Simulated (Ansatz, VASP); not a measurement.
# Cross-check of Pd (Pd wire along [110], 3 atoms a period) between VASP and Ansatz, part 2 of 2

Wanted: the spread between two codes on one cell, functional and k mesh. The structure shown is the start of the Ansatz relaxation below; VASP solves that cell, so the two are compared at the walk's first step.

VASP 6.6.1 and Ansatz 0.2.0.

So far: The structure; Ansatz: relaxation, PBE.

## 3. VASP: single point, PBE, start cell

Level of this step: PBE, zero-moment start; plane waves and PAW (Pd) (VASP).

The same cell, functional, mesh and smearing now go to VASP, with its own data sets.

Lines of VASP's logs that name or quote its potential files are left out, and so is its time.

INCAR

```
SYSTEM = Pd
PREC = Accurate
ENCUT = 400
EDIFF = 1E-06
NELM = 200
ISMEAR = -1
SIGMA = 0.05
LREAL = .FALSE.
ALGO = Normal
GGA = PE
NBANDS = 22
ISPIN = 2
MAGMOM = 0 0 0
LASPH = .TRUE.
LMAXMIX = 4
LORBIT = 11
LWAVE = .FALSE.
LCHARG = .FALSE.
ISIF = 2
GGA_COMPAT = .FALSE.
```

POSCAR

```
Pd
1.0
    8.7700000000      0.0000000000      0.0000000000
    0.0000000000      9.5860000000      0.0000000000
    0.0000000000      0.0000000000      2.7860010000
Pd
3
Direct
    0.3876852908      0.6453160860      0.0000000000
    0.3876852908      0.3546839140      0.0000000000
    0.6123147092      0.5000000000      0.4999998205
```

KPOINTS

```
Automatic mesh
0
Gamma
1 1 29
0 0 0
```

The projector-augmented-wave data sets are Pd (PBE family, release 64).

Launch:

```
mpirun -np 1 vasp_std
```

Numbers of over 12 decimals in the logs are rounded to 6 here.

What it wrote:

```text
[banner, memory and clock lines left out]
running    1 mpi-ranks, on    1 nodes
 distrk:  each k-point on    1 cores,    1 groups
 distr:  one band on    1 cores,    1 groups

 POSCAR found type information on POSCAR Pd
 POSCAR found :  1 types and       3 ions
 LDA part: xc-table for (Slater+PW92), standard interpolation
 POSCAR, INCAR and KPOINTS ok, starting setup
 FFT: planning ... GRIDC
 FFT: planning ... GRID_SOFT
 FFT: planning ... GRID
 WAVECAR not read
 entering main loop
       N       E                     dE             d eps       ncg     rms          rms(c)
DAV:   1     0.152810839039E+03    0.15281E+03   -0.98035E+03  1320   0.861E+02
DAV:   2    -0.246342259765E+01   -0.15527E+03   -0.13827E+03  1758   0.182E+02
DAV:   3    -0.119671008479E+02   -0.95037E+01   -0.89635E+01  1472   0.475E+01
DAV:   4    -0.121235902198E+02   -0.15649E+00   -0.15627E+00  1540   0.658E+00
DAV:   5    -0.121276965538E+02   -0.41063E-02   -0.41056E-02  1722   0.107E+00    0.557E+00
DAV:   6    -0.115281159268E+02    0.59958E+00   -0.12520E+00  1332   0.552E+00    0.277E+00
DAV:   7    -0.117042841709E+02   -0.17617E+00   -0.30489E+00  1416   0.117E+01    0.455E+00
DAV:   8    -0.114028621859E+02    0.30142E+00   -0.77470E-01  1512   0.904E+00    0.983E-01
DAV:   9    -0.113953186368E+02    0.75435E-02   -0.13410E-01  1440   0.267E+00    0.899E-01
DAV:  10    -0.113837293954E+02    0.11589E-01   -0.57407E-02  1410   0.203E+00    0.275E-01
DAV:  11    -0.113834452498E+02    0.28415E-03   -0.35536E-03  1380   0.474E-01    0.104E-01
DAV:  12    -0.113853425765E+02   -0.18973E-02   -0.21807E-03  1404   0.263E-01    0.749E-02
DAV:  13    -0.113863872690E+02   -0.10447E-02   -0.31527E-04  1500   0.122E-01    0.375E-02
DAV:  14    -0.113872542319E+02   -0.86696E-03   -0.15604E-04  1494   0.756E-02    0.224E-02
DAV:  15    -0.113873838984E+02   -0.12967E-03   -0.15920E-05  1506   0.295E-02    0.125E-02
DAV:  16    -0.113874456051E+02   -0.61707E-04   -0.59802E-06  1458   0.128E-02    0.816E-03
DAV:  17    -0.113874743496E+02   -0.28745E-04   -0.21132E-06  1324   0.721E-03    0.497E-03
DAV:  18    -0.113874849008E+02   -0.10551E-04   -0.27836E-06  1304   0.998E-03    0.363E-03
DAV:  19    -0.113874852989E+02   -0.39809E-06   -0.39833E-07   976   0.383E-03
   1 F= -.11387485E+02 E0= -.11355364E+02  d E =-.642429E-01  mag=     0.0015
```

OUTCAR, selected parts (step 3):

```text
ion  position               nearest neighbor table
   1  0.388  0.645  0.000-   2 2.79   3 2.79   3 2.79
   2  0.388  0.355  0.000-   1 2.79   3 2.79   3 2.79
   3  0.612  0.500  0.500-   1 2.79   2 2.79   1 2.79   2 2.79

  LATTYP: Found a simple orthorhombic cell.
 ALAT       =     2.7860010000
 B/A-ratio  =     3.1478811386
 C/A-ratio  =     3.4407740701

 Subroutine GETGRP returns: Found  4 space group operations
 (whereof  4 operations were pure point group operations)

The static configuration has the point symmetry C_2v.

 Found     15 irreducible k-points:

   k-points           NKPTS =     15   k-points in BZ     NKDIM =     15   number of bands    NBANDS=     22

   dimension x,y,z NGX =    60 NGY =   64 NGZ =   18
   dimension x,y,z NGXF=   120 NGYF=  128 NGZF=   36

   ENCUT  =  400.0 eV  29.40 Ry    5.42 a.u.  14.30 15.63  4.54*2*pi/ulx,y,z

   NELECT =      30.0000    total number of electrons

 k-points in reciprocal lattice and weights: Automatic mesh
   0.00000000  0.00000000  0.00000000       0.034
   0.00000000  0.00000000  0.03448276       0.069
   0.00000000  0.00000000  0.06896552       0.069
   0.00000000  0.00000000  0.10344828       0.069
   0.00000000  0.00000000  0.13793103       0.069
   0.00000000  0.00000000  0.17241379       0.069
   0.00000000  0.00000000  0.20689655       0.069
   0.00000000  0.00000000  0.24137931       0.069
   0.00000000  0.00000000  0.27586207       0.069
[...]
0.00000000  0.00000000  0.44827586       0.069
   0.00000000  0.00000000  0.48275862       0.069

 average (electrostatic) potential at core
       1 -81.3014       2 -81.3014       3 -81.3567

 E-fermi :  -2.0493

 spin component 1
 k-point     1 :       0.0000    0.0000    0.0000
  band No.  band energies     occupation
    ...
     10      -2.8701      1.00000
     11      -2.7262      1.00000
     12      -2.4806      0.99982
     13      -2.4457      0.99964
     14      -2.1383      0.85577
     15      -1.9043      0.05216
     16      -1.8719      0.02802
     17      -1.4546      0.00001
     18      -1.1268      0.00000
     19       0.4693      0.00000
    ...

 k-point     2 :       0.0000    0.0000    0.0345
  band No.  band energies     occupation
    ...
     10      -2.8610      1.00000
     11      -2.7322      1.00000
     12      -2.4996      0.99988
     13      -2.4220      0.99942
     14      -2.1670      0.91335
     15      -1.9340      0.09062
     16      -1.9050      0.05287
     17      -1.4166      0.00000
     18      -1.0903      0.00000
     19       0.5184      0.00000
    ...

 k-point     3 :       0.0000    0.0000    0.0690
  band No.  band energies     occupation
    ...
     10      -2.8504      1.00000
     11      -2.7679      1.00000
     12      -2.5361      0.99994
     13      -2.3754      0.99853
     14      -2.2385      0.97778
     15      -2.0122      0.32254
     16      -1.9931      0.24533
     17      -1.3164      0.00000
     18      -0.9876      0.00000
     19       0.6568      0.00000
    ...

 k-point     4 :       0.0000    0.0000    0.1034
  band No.  band energies     occupation
    ...
     12      -2.5550      0.99996
     13      -2.3937      0.99898
     14      -2.2738      0.98890
     15      -2.1178      0.79754
     16      -2.1108      0.77403
     17      -1.1734      0.00000
     18      -0.8320      0.00000
     19       0.8653      0.00000
     20       1.5524      0.00000
     21       1.8797      0.00000
    ...

 k-point     5 :       0.0000    0.0000    0.1379
  band No.  band energies     occupation
    ...
     12      -2.5566      0.99996
     13      -2.5129      0.99991
     14      -2.2450      0.98043
     15      -2.2318      0.97469
     16      -2.2192      0.96768
     17      -0.9981      0.00000
     18      -0.6349      0.00000
     19       1.1255      0.00000
     20       1.7652      0.00000
     21       2.1559      0.00000
    ...

 k-point     6 :       0.0000    0.0000    0.1724
  band No.  band energies     occupation
    ...
     12      -2.6517      0.99999
     13      -2.5537      0.99996
     14      -2.3344      0.99668
     15      -2.3331      0.99659
     16      -2.1897      0.94318
     17      -0.7935      0.00000
     18      -0.4031      0.00000
     19       1.4253      0.00000
     20       2.0232      0.00000
     21       2.4814      0.00000
    ...

  Total       -1.9811091     -2.8803950     -5.6400093      0.0000000      0.0000000      0.0000000
  in kB      -13.5519159    -19.7035441    -38.5808785      0.0000000      0.0000000      0.0000000
  external PRESSURE =     -23.9454462 kB  Pullay stress =       0.0000000 kB

  energy-cutoff  :      400.00
  volume of cell :      234.22
      direct lattice vectors                 reciprocal lattice vectors
     8.770000000  0.000000000  0.000000000     0.114025086  0.000000000  0.000000000
     0.000000000  9.586000000  0.000000000     0.000000000  0.104318798  0.000000000
     0.000000000  0.000000000  2.786001000     0.000000000  0.000000000  0.358937416

 POSITION                                       TOTAL-FORCE (eV/Angst)
 -----------------------------------------------------------------------------------
      3.40000      6.18600      0.00000         0.412433     -0.960599      0.000000
      3.40000      3.40000      0.00000         0.412433      0.960599      0.000000
      5.37000      4.79300      1.39300        -0.824867      0.000000      0.000000
 -----------------------------------------------------------------------------------
    total drift:                               -0.000168     -0.000000      0.000119

  FREE ENERGIE OF THE ION-ELECTRON SYSTEM (eV)
  ---------------------------------------------------
  free  energy   TOTEN  =       -11.3874852989 eV

  energy  without entropy=      -11.3232423995  energy(sigma->0) =      -11.35536385

 total charge
# of ion       s       p       d       tot
------------------------------------------
    1        0.368   0.167   8.577   9.113
    2        0.368   0.167   8.577   9.113
    3        0.392   0.201   8.555   9.148
--------------------------------------------------
tot          1.128   0.536  25.709  27.373

 magnetization (x)
# of ion       s       p       d       tot
------------------------------------------
    1       -0.000  -0.000   0.002   0.002
    2       -0.000  -0.000   0.002   0.002
    3       -0.000  -0.000   0.002   0.002
--------------------------------------------------
tot         -0.000  -0.000   0.005   0.005

[... 6 further parts left out ...]
```

## 4. Side by side

Known differences besides the potentials themselves: the data sets hold 54 valence electrons in Ansatz (on its default PAW (the set named soft_2) files) and 30 in VASP; the cutoff is 420 eV in Ansatz and 400 eV in VASP. Total energies have different zeros and are not compared.

Forces (eV/Å; atoms numbered as in POSCAR):

```
atom        Ansatz x, y, z          VASP x, y, z
 Pd1  0.404, -0.978, 0.000  0.412, -0.961, 0.000
 Pd2   0.404, 0.978, 0.000   0.412, 0.961, 0.000
 Pd3  -0.807, 0.000, 0.000  -0.825, 0.000, 0.000
```

The forces differ by 11 meV/Å r.m.s., which is 1.9 % of the r.m.s. force of 0.564 eV/Å (both taken over all components). Moments aren't recorded for both runs of this pair, so they may hold unlike magnetic states.

## 5. Results

| Quantity | Value |
| --- | --- |
| r.m.s. force difference (single point, PBE, start cell) | 1.9 % of the r.m.s. force |

In words: The r.m.s. force difference is 1.9 % of the r.m.s. force (single point, PBE, start cell), within the 3 % picked in this series as the mark of a large difference. The data sets hold unlike numbers of valence electrons (54 in Ansatz and 30 in VASP), so part of the differences comes from the potentials. How closely two codes agree says nothing of how well the functional describes the real material.

[Lines on the potential files, build, host, timing and source positions are cut from VASP's logs without a mark.]

[Logs are printed without paths, hosts, clocks, repeated set-up lines and the standing remarks that a program may print on its own settings, such as how far it seeks lower states.]

[Hosts, paths, dates, database ids (printed as entryN), source tags and the programs' standing remarks are cut or masked in the printed files.]
